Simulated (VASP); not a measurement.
# Gd (Fm-3m) in VASP: notebook

One crystal, Gd, is run at these levels: revPBE; tasks: single point, relaxation of cell and atoms.

Everything below comes from runs of VASP 6.6.1. Logs are shortened: lines on timing, memory, paths and dates and some standing lists are left out, and cuts for length are marked.

## (1) The crystal as given

Symmetry: Fm-3m, No. 225, cubic system. Conventional cell: a = 5.145 Å, b = 5.145 Å, c = 5.145 Å, α = 90.00°, β = 90.00°, γ = 90.00°. Around Gd (site symmetry m-3m) lie 12 Gd at 3.64 Å.

This isn't the form of Gd at room conditions, which is hcp.

## (2) Single point, revPBE, collinear spin, typed start

Contents of INCAR:

```
SYSTEM = Gd
PREC = Accurate
ENCUT = 520
EDIFF = 1E-7
ISMEAR = 1
SIGMA = 0.1
LREAL = .False.
LASPH = .True.
NELM = 150
ALGO = Normal
ISIF = 2
LWAVE = .False.
LCHARG = .False.
ISPIN = 2
MAGMOM = 7
LORBIT = 11
LMAXMIX = 6
GGA = RE
NBANDS = 19
```

Contents of KPOINTS:

```
Automatic mesh
0
Gamma
  6 6 6
  0 0 0
```

Contents of POSCAR:

```
Gd
1.0
    0.0000000000      2.5727234504      2.5727234504
    2.5727234504      0.0000000000      2.5727234504
    2.5727234504      2.5727234504      0.0000000000
Gd
1
Direct
    0.0000000000      0.0000000000      0.0000000000
```

Potentials or basis: VASP PAW PBE potentials, release 64 (Gd).

Launch:

```console
cat potpaw_PBE.64/Gd/POTCAR > POTCAR
mpirun -np 1 vasp_std > vasp.out
```

OUTCAR:

```text
SYSTEM = Gd
   PREC = Accurate
   ENCUT = 520
   EDIFF = 1E-7
   ISMEAR = 1
   LREAL = .False.
   LASPH = .True.
   NELM = 150
   ISIF = 2
   ISPIN = 2
   LORBIT = 11
   GGA = RE

 ion  position               nearest neighbor table
   1  0.000  0.000  0.000-

  LATTYP: Found a face centered cubic cell.
 ALAT       =     5.1454469008

  Lattice vectors:

 A1 = (   0.0000000000,   2.5727234504,   2.5727234504)
 A2 = (   2.5727234504,   0.0000000000,   2.5727234504)
 A3 = (   2.5727234504,   2.5727234504,   0.0000000000)

Analysis of symmetry for initial positions (statically):
=====================================================================
 Subroutine PRICEL returns:
 Original cell was already a primitive cell.

 Routine SETGRP: Setting up the symmetry group for a
 face centered cubic supercell.

 Subroutine GETGRP returns: Found 48 space group operations
 (whereof 48 operations were pure point group operations)
 out of a pool of 48 trial point group operations.

The static configuration has the point symmetry O_h .

Analysis of symmetry for dynamics (positions and initial velocities):
=====================================================================
 Subroutine PRICEL returns:
 Original cell was already a primitive cell.

 Routine SETGRP: Setting up the symmetry group for a
 face centered cubic supercell.

 Subroutine GETGRP returns: Found 48 space group operations
 (whereof 48 operations were pure point group operations)
 out of a pool of 48 trial point group operations.

The dynamic configuration has the point symmetry O_h .

Analysis of structural, dynamic, and magnetic symmetry:
=====================================================================
 Subroutine PRICEL returns:
 Original cell was already a primitive cell.

 Routine SETGRP: Setting up the symmetry group for a
 face centered cubic supercell.

 Subroutine GETGRP returns: Found 48 space group operations
 (whereof 48 operations were pure point group operations)
 out of a pool of 48 trial point group operations.

The overall configuration has the point symmetry O_h .

 Subroutine INISYM returns: Found 48 space group operations
 (whereof 48 operations are pure point group operations),
 and found     1 'primitive' translations

----------------------------------------------------------------------------------------

                                     Primitive cell

  volume of cell :      34.0572

  direct lattice vectors                    reciprocal lattice vectors
     0.000000000  2.572723450  2.572723450    -0.194346578  0.194346578  0.194346578
     2.572723450  0.000000000  2.572723450     0.194346578 -0.194346578  0.194346578
[... 94 lines left out ...]
     AMIX_MAG =   1.60;   BMIX_MAG =  1.00
  volume/ion in A,a.u.               =      34.06       229.83
  Fermi-wavevector in a.u.,A,eV,Ry     =   1.323618  2.501275 23.836914  1.751964
  Thomas-Fermi vector in A             =   2.453213
   LORBIT       =     11    0 simple, 1 ext, 2 COOP (PROOUT), +10 PAW based schemes
   GGA     = RE    functional components
   LHFCALC =     F    Hartree Fock is set to
   AEXX    =    0.0000 exact exchange contribution
   IVDW    =     0    specifies the selected vdW correction
   LEPSILON=     F    determine dielectric tensor
   LRPA    =     F    only Hartree local field effects (RPA)
 spin polarized calculation
 Methfessel and Paxton  Order N= 1 SIGMA  =   0.10
  energy-cutoff  :      520.00
  volume of cell :       34.06
 maximum number of plane-waves:       941
   NGX = 13   NGY = 13   NGZ = 13

 number of electron      17.9999996 magnetization       7.4458172

 Free energy of the ion-electron system (eV)
  ---------------------------------------------------
  ext. energy  EPLUGINS =         0.00000000
  ---------------------------------------------------
  free energy    TOTEN  =       -11.43928074 eV

  energy without entropy =      -11.44364958  energy(sigma->0) =      -11.44073702

 E-fermi :   2.9764     XC(G=0):  -9.7787

 val. band max:        2.8705042547   @ k =  -0.3333   0.3333   0.1667
 cond. band min:       2.9885834349   @ k =  -0.3333   0.5000   0.1667
 fundamental gap:      0.1180791802
 Fermi energy:         2.9764119853

 spin component 1

 k-point     1 :       0.0000    0.0000    0.0000
  band No.  band energies     occupation
      1     -42.4577      1.00000
      2     -19.4873      1.00000
      3     -19.4873      1.00000
      4     -19.4873      1.00000
      5      -2.1119      1.00000
      6      -2.0677      1.00000
[... 328 lines left out ...]
      5      -2.0397      1.00000
      6      -2.0355      1.00000
[... 11 lines left out ...]
     18      10.3451      0.00000
     19      10.8310      0.00000
 Fermi energy:         2.9764119853

 spin component 2

 k-point     1 :       0.0000    0.0000    0.0000
  band No.  band energies     occupation
      1     -39.2084      1.00000
      2     -17.1424      1.00000
      3     -17.1424      1.00000
      4     -17.1424      1.00000
      5      -1.3028      1.00000
      6       3.2111     -0.00223
[... 329 lines left out ...]
      6       2.9886      0.39784
[... 11 lines left out ...]
     18      11.6238      0.00000
     19      11.8900      0.00000

------------------------ aborting loop because EDIFF is reached ----------------------------------------

  FORCE on cell =-STRESS in cart. coord.  units (eV):
  Direction    XX          YY          ZZ          XY          YZ          ZX
  --------------------------------------------------------------------------------------
  -------------------------------------------------------------------------------------
  Total       -0.0100768     -0.0100768     -0.0100768     -0.0000000      0.0000000      0.0000000
  in kB       -0.4740504     -0.4740504     -0.4740504     -0.0000000      0.0000000      0.0000000
  external PRESSURE =      -0.4740504 kB  Pullay stress =       0.0000000 kB

 VOLUME and BASIS-vectors are now :
 -----------------------------------------------------------------------------
  energy-cutoff  :      520.00
  volume of cell :       34.06
      direct lattice vectors                 reciprocal lattice vectors
     0.000000000  2.572723450  2.572723450    -0.194346578  0.194346578  0.194346578
     2.572723450  0.000000000  2.572723450     0.194346578 -0.194346578  0.194346578
     2.572723450  2.572723450  0.000000000     0.194346578  0.194346578 -0.194346578

 POSITION                                       TOTAL-FORCE (eV/Angst)
 -----------------------------------------------------------------------------------
      0.00000      0.00000      0.00000         0.000000      0.000000      0.000000
 -----------------------------------------------------------------------------------
    total drift:                               -0.000000     -0.000000     -0.000000

  FREE ENERGIE OF THE ION-ELECTRON SYSTEM (eV)
  ---------------------------------------------------
  free  energy   TOTEN  =       -11.4392807352 eV

  energy  without entropy=      -11.4436495786  energy(sigma->0) =      -11.44073702

 total charge

# of ion       s       p       d       f       tot
--------------------------------------------------
    1        2.073   5.571   0.566   6.982  15.191

 magnetization (x)

# of ion       s       p       d       f       tot
--------------------------------------------------
    1        0.001  -0.065   0.163   6.824   6.924
```

stdout:

```text
POSCAR found type information on POSCAR Gd
 POSCAR found :  1 types and       1 ions
 scaLAPACK will be used
 -----------------------------------------------------------------------------
|                                                                             |
|                                                                             |
|     You enforced a specific xc type in the INCAR file but a different       |
|     I HOPE YOU KNOW WHAT YOU ARE DOING!                                     |
|                                                                             |
 -----------------------------------------------------------------------------

 LDA part: xc-table for (Slater+PW92), standard interpolation
 POSCAR, INCAR and KPOINTS ok, starting setup
 FFT: planning ... GRIDC
 FFT: planning ... GRID_SOFT
 FFT: planning ... GRID
 WAVECAR not read
 entering main loop
```

Wall time 24 s (1 thread of AMD EPYC 9R45 (Zen 5), shared host); peak memory 0.15 GiB.

What came out:

* Free energy: -11.4393 eV
* Pressure: 0.0 GPa
* Band gap on the k mesh: none (metal or under the smearing width)
* Net moment: 7.45 μB per cell
* Site moments: Gd +6.92 μB
* Valence electrons inside the program's atomic spheres: Gd 15.19

Caveat: the PAW data sets were made with another functional, which shifts forces and pressure a little; spin-orbit coupling is left out, which moves the levels of the heavy elements. The state reached can hang on the start; a lower one may exist.

## (3) Relaxation of cell and atoms, revPBE, collinear spin, typed start

This run uses another cell than the first one, of 34.58 Å³/atom, 1.015 times its volume.

Contents of INCAR:

```
SYSTEM = Gd
PREC = Accurate
ENCUT = 600
EDIFF = 1E-6
ISMEAR = 1
SIGMA = 0.1
LREAL = .FALSE.
LASPH = .TRUE.
NELM = 150
ALGO = Normal
ISIF = 8
LWAVE = .FALSE.
LCHARG = .FALSE.
ISPIN = 2
MAGMOM = 7
LORBIT = 11
LMAXMIX = 6
GGA = RE
IBRION = 2
NSW = 80
EDIFFG = -0.03
```

Contents of KPOINTS:

```
Automatic mesh
0
G
  6 6 6
  0 0 0
```

Contents of POSCAR:

```
Gd
1.0
    0.0000000000      2.5858190000      2.5858190000
    2.5858190000      0.0000000000      2.5858190000
    2.5858190000      2.5858190000      0.0000000000
Gd
1
Direct
    0.0000000000      0.0000000000      0.0000000000
```

Potentials or basis: VASP PAW PBE potentials, release 64 (Gd).

Launch:

```console
cat potpaw_PBE.64/Gd/POTCAR > POTCAR
mpirun -np 1 vasp_std > vasp.out
```

Wall time 50 s (1 thread of AMD EPYC 9R45 (Zen 5), shared host); peak memory 0.18 GiB.

It converged, with:

| Quantity | Value |
| --- | --- |
| Free energy | -11.4420 eV |
| Relaxed volume | 34.21 Å³/atom |
| Relaxed cell | a = 3.644 Å, b = 3.644 Å, c = 3.644 Å, α = 60.00°, β = 60.00°, γ = 60.00° |
| Space group after relaxing (to 0.05 Å) | Fm-3m (No. 225) |
| Energy gained by relaxing | 0.6 meV/atom |
| Ionic steps | 3 |
| Pressure after relaxing | 0.0 GPa |
| Band gap on the k mesh | none (metal or under the smearing width) |
| Net moment | 7.45 μB per cell |
| Site moments | Gd +6.93 μB |
| Valence electrons inside the program's atomic spheres | Gd 15.19 |

Step by step:
```
step  energy change (eV)  largest force (eV/Å)  pressure (GPa)  volume (Å³)
   1              0.0000                0.0000           -0.41        34.58
   2             -0.0006                0.0000            0.15        34.14
   3             -0.0006                0.0000           -0.02        34.21
```

Final structure:
```xyz
1
Lattice="0.0000 2.5765 2.5765 2.5765 0.0000 2.5765 2.5765 2.5765 0.0000" Properties=species:S:1:pos:R:3 pbc="T T T"
Gd    0.0000    0.0000    0.0000
```

Levels at points of the mesh, in eV from the Fermi level:
Spin up:
```csv
k point,band 10,band 11,band 12,band 13,band 14,band 15,band 16,band 17
"(0.00, 0.00, 0.00)",-4.92,-4.92,-4.92,1.32,1.32,1.32,3.49,3.49
"(0.50, 0.00, 0.00)",-4.94,-4.92,-2.45,0.70,1.17,1.17,5.08,5.08
"(0.50, 0.50, 0.00)",-4.95,-4.95,-2.16,-1.40,2.16,5.12,5.53,5.53
```
Spin down:
```
           k point  band 2  band 3  band 4  band 5  band 6  band 7  band 8  band 9
(0.00, 0.00, 0.00)  -20.13  -20.13  -20.13   -4.27    0.25    0.41    0.41    0.41
(0.50, 0.00, 0.00)  -20.89  -20.23  -20.23   -1.60    0.26    0.42    0.42    0.46
(0.50, 0.50, 0.00)  -20.84  -20.40  -20.40   -1.51   -0.51    0.45    0.45    0.45
```

Caveat: the PAW data sets were made with another functional, which shifts forces and pressure a little; spin-orbit coupling is left out, which moves the levels of the heavy elements. The state reached can hang on the start; a lower one may exist.
